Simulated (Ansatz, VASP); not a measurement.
**Two plane-wave programs on BeTe**

```
Be Te
1.0
     0.00000    2.77000    2.77000
     2.77000    0.00000    2.77000
     2.77000    2.77000    0.00000
Be Te
1 1
Direct
  0.00000 0.00000 0.00000
  0.75000 0.75000 0.75000
```

Alike in both runs: task electric field gradients; functional PBE; k mesh 11 × 11 × 11; occupations fermi-dirac, width 0.05 eV; non-collinear spin, spin-orbit coupling.

|  | VASP | Ansatz |
| --- | --- | --- |
| version | VASP 6.6.1 | Ansatz 0.2.0 |
| potentials or method | VASP PAW PBE potentials, release 64 (Be, Te) | PAW with Ansatz's default frozen-core files, fully relativistic files with spin-orbit coupling |
| plane-wave cutoff (eV) | 520 | 420 |
| valence electrons in the cell | 8 | 18 |

Ansatz gave:

- pressure (GPa): 4.3
- net moment per atom (μB): 0.00
- Vzz of the field gradient on the site that differs most (V/Å²): 0.0

**Question.** Which values does VASP return?

**Answer.** Pressure (GPa): 4.5; net moment per atom (μB): 0.00; Vzz of the field gradient on the site that differs most (V/Å²): 0.0.

The two sets of potentials don't hold the same shells in valence.
